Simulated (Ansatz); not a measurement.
A run of Ansatz 0.2.0:

input.yaml

```yaml
crystal:
  lattice:
    - [-1.72585, 1.72585, 5.84]
    - [1.72585, -1.72585, 5.84]
    - [1.72585, 1.72585, -5.84]
  atoms:
    - { symbol: Nb, position: [0.5, 0.0, 0.5] }
    - { symbol: Nb, position: [0.75, 0.75, 0.0] }
    - { symbol: As, position: [0.916, 0.416, 0.5] }
    - { symbol: As, position: [0.166, 0.166, 0.0] }
hamiltonian:
  xc: blyp
  pseudopotentials: { kind: paw }
  dispersion: d3bj
kpoints:
  mp_grid: { grid: [11, 11, 11] }
scf:
  occupations: { method: fermi_dirac, width: 0.05 }
output:
  forces: true
  stress: true
relax:
  f_tol: 0.01
  max_steps: 40
  cell: { stress_tol: 0.05 }
```

Potentials or basis: Ansatz PAW.

Command:

```bash
$ ansatz run input.yaml --threads 2 --pin off --max-ram 5632MiB --backend cpu --events-out ev --progress --plain --runs-dir out
```

Hardware: 2 threads of AMD EPYC 9R45 96-Core Processor (Zen 5), on a shared host.

Q: Estimate the wall time of this run.

A: It took 17 s on 2 threads of AMD EPYC 9R45 96-Core Processor (Zen 5), on a shared host, peak memory 0.57 GiB. Counts: scf iterations 31, plane waves 1363, k points 126, bands 34, ion steps 5.
